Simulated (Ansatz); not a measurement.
## A film clamped to a substrate in Ti

The calculation used DFT PBEsol, scalar-relativistic, plane waves, PAW in Ansatz 0.2.0. Settings: plane waves to 420 eV, k-mesh 12×12×18 (Γ-centred), Gaussian smearing 0.15 eV. No spin polarisation. Energies are free energies at this smearing, counted from the undisturbed cell; pressure is positive in compression.

Zero of the scan (relaxed at this level; this form isn't the usual structure):

```
Ti
1.0
     4.51529    0.00000    0.00000
    -2.25765    3.91036    0.00000
     0.00000    0.00000    2.79879
Ti
3
Direct
  0.00000 0.00000 0.00000
  0.33333 0.66667 0.50000
  0.66667 0.33333 0.50000
```

The cell (3 atoms, V0 = 49.42 Å³) is strained by p along both x and y and by q along z, fractional coordinates fixed. τp = (1/V0) ∂E/∂p = (σxx + σyy)(1 + p)(1 + q) and τq = (1/V0) ∂E/∂q = σzz(1 + p)², with tension positive.

| p | q | ΔE (meV/atom) | τp (GPa) | τq (GPa) |
| --- | --- | --- | --- | --- |
| 0.000 | 0.000 | 0.00 | 0.09 | -0.04 |
| -0.025 | 0.000 | 19.63 | -15.73 | -3.18 |
| 0.025 | 0.000 | 18.34 | 13.84 | 2.59 |
| 0.000 | -0.025 | 8.86 | -2.89 | -7.02 |
| 0.000 | 0.025 | 7.84 | 2.86 | 5.98 |

Q: Get the second derivatives of the energy density.

A: Central differences give A = ∂τp/∂p = 591 GPa (C11 + C22 + 2 C12), C = ∂τq/∂q = 260 GPa (C33) and the cross term B = ∂τq/∂p = 115 GPa (C13 + C23); ∂τp/∂q = 115 GPa must equal B, and any difference shows higher-order terms. The ions are clamped.

Q: A film of this crystal grows with z along the normal on a substrate that imposes p. How does its thickness respond, and what does the misfit cost?

A: Count p and q from the stress-free cell. A free surface needs τq = 0, so q = −(B/C) p = -0.44 p. The energy density left is (A − B²/C) p²/2 = M p², with the biaxial modulus M = 270 GPa; a misfit of 1 % costs 2.78 meV/atom, against 3.04 meV/atom if the thickness were held.

At p = 0.050 the energies along q are 73.8 (q = -0.050), 64.6 (q = -0.025), 69.4 (q = 0.000), 89.2 (q = 0.025), 122.4 (q = 0.050) meV/atom.

Q: Does the linear rule hold at this misfit?

A: A parabola through the lowest point and its neighbours has its minimum at q = -0.021, 64.4 meV/atom. With the stress left in the starting cell, τp0 and τq0, linear elasticity gives q = −(τq0 + Bp)/C = -0.022 and E = V0(τp0 p + τq0 q + Ap²/2 + Bpq + Cq²/2)/N = 70.0 meV/atom. The two agree within a tenth in energy.

In a metal these slopes depend on the k mesh and the smearing.

The cell is the ω phase of titanium, and all its atoms sit on sites fixed by hexagonal symmetry. Equal in-plane strain and strain along z preserve that symmetry, so clamping the ions omits no internal relaxation, and the moduli are also the relaxed-ion ones for these strains. The coupling B is modest beside A and C, so letting the thickness adjust recovers only a small part of the misfit energy.

The main departure from linearity is ordinary anharmonicity: metal–metal bonds, here with directional d character, stiffen when shortened and soften when stretched. At p = 0.050 the linear rule therefore overestimates the energy, yet it places the thickness almost correctly. The coupling and the stiffness along z both weaken under in-plane tension, so their ratio, which sets the contraction, changes little. For a film in compression the error should reverse, with linear elasticity probably underestimating the cost. Whether a strained film would remain ω rather than transform to the hcp phase can't be read from these homogeneous strains.
